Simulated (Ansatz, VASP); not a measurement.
## Two plane-wave programs on Ru

INCAR

```
SYSTEM = Ru
  PREC = Accurate
  ENCUT = 520
  EDIFF = 1E-6
  ISMEAR = 0
  SIGMA = 0.15
  LREAL = .FALSE.
  LASPH = .TRUE.
  NELM = 60
  ALGO = Fast
  ISIF = 2
  LWAVE = .FALSE.
  LCHARG = .TRUE.
  GGA = PS
  LELF = .TRUE.
  LVHAR = .TRUE.
  NBANDS = 21
```

The input KPOINTS:

```
regular mesh
0
G
  21 21 12
  0 0 0
```

Contents of POSCAR:

```
Ru
1.0
    2.8192202751      0.0000000000      0.0000000000
   -1.4096101375      2.4415163771      0.0000000000
    0.0000000000      0.0000000000      4.1803398239
Ru
2
Direct
    0.3333333333      0.6666666667      0.2500000000
    0.6666666667      0.3333333333      0.7500000000
```

Input for Ansatz:

```yaml
crystal:
  lattice:
    - [2.8192202751, 0.0, 0.0]
    - [-1.4096101375, 2.4415163771, 0.0]
    - [0.0, 0.0, 4.1803398239]
  atoms:
    - { symbol: Ru, position: [0.3333333333, 0.6666666667, 0.25] }
    - { symbol: Ru, position: [0.6666666667, 0.3333333333, 0.75] }
basis:
  ecutwfc: 420
kpoints:
  mp_grid: { grid: [21, 21, 12] }
hamiltonian:
  xc: pbesol
  pseudopotentials: { kind: paw, azcp: { folder: soft_1 } }
scf:
  occupations: { method: gaussian, width: 0.15 }
output:
  forces: true
  stress: true
  eigenvalues: true
  write_density: true
  write_potential: true
  elf: true
  volumetric_format: npy
```

Alike in both runs: task single point; functional PBEsol; k mesh 21 × 21 × 12; occupations gaussian, width 0.15 eV; no spin polarisation.

```csv
,VASP,Ansatz
version,VASP 6.6.1,Ansatz 0.2.0
potentials or method,"VASP PAW PBE potentials, release 64 (Ru_pv)","scalar-relativistic, plane waves, PAW"
plane-wave cutoff (eV),520,420
valence electrons in the cell,28,32
```

```csv
,VASP,Ansatz,Ansatz less VASP
gap on the k mesh at the Fermi level (eV),none,none,-
pressure (GPa),-20.4,-20.2,+0.13
largest component of the traceless stress (GPa),13.93,13.96,+0.031
```

A gap of «none» marks a metal or a gap that the smearing closes. The two sets of potentials don't hold the same shells in valence. Ansatz warned: «pseudo_functional_mismatch».

Caveats: so large a pressure means that the cell lies far from this level's equilibrium, or that cutoff or potentials fall short (VASP); the potentials were made for another functional, which shifts forces and pressure (VASP).
